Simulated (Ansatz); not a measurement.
## Bi₂Te₂Se: computed properties

Computed with DFT r2SCAN, scalar-relativistic, plane waves, PAW in Ansatz 0.2.0.

Plane waves to 500 eV, a k mesh through Γ of 6×6×6 on the computed 5-atom cell and Gaussian smearing (0.02 eV); no spin polarisation.

The structure is relaxed at this level of theory with its symmetry kept. Whether it is the stable form of this composition wasn't checked.

```
Bi Te Se
1.0
     2.16255    1.24855   10.59262
    -2.16255    1.24855   10.59262
     0.00000   -2.49710   10.59262
Bi Te Se
2 2 1
Direct
  0.60818 0.60818 0.60818
  0.39182 0.39182 0.39182
  0.21974 0.21974 0.21974
  0.78026 0.78026 0.78026
  0.00000 0.00000 0.00000
```

| Item | Value |
| --- | --- |
| Space group | R-3m (No. 166) |
| Volume per atom | 34.32 Å³ |
| Formation energy from the elements' standard states (uncorrected) | -0.343 eV/atom |
| Generalised Kohn–Sham band gap | 0.73 eV, direct at Γ |
| Löwdin character of the top 1 eV of the valence band | Te 5p 57 %, Se 4p 30 % |
| Löwdin character of the lowest 1 eV of the conduction band | Bi 6p 59 %, Te 5p 29 % |
| Electron masses at the edge by Cartesian direction of the standard setting (m_e; degenerate bands sorted by energy; no spin-orbit coupling) | x: 0.092; y: 0.092; z: 0.34 |
| Hole masses at the edge by Cartesian direction of the standard setting (m_e; degenerate bands sorted by energy; no spin-orbit coupling) | x: 0.51; y: 0.51; z: 0.28 |
| Electronic dielectric constant xx, yy, zz of the standard setting (independent particles) | 20.6, 20.6, 17.3 |
| Bader charges (e) | Bi (2 in the cell) 0.89, Te (2 in the cell) -0.45, Se (1 in the cell) -0.89 |

Spin-orbit coupling is left out, which matters for the bands of heavy elements. Each cell of Bi2Te2Se holds layers, and where no dispersion correction was added their binding is poorly described.

Cost: 12 runs of about 43 core-minutes in all, on Intel Xeon Processor @ 2.70GHz (shared hosts).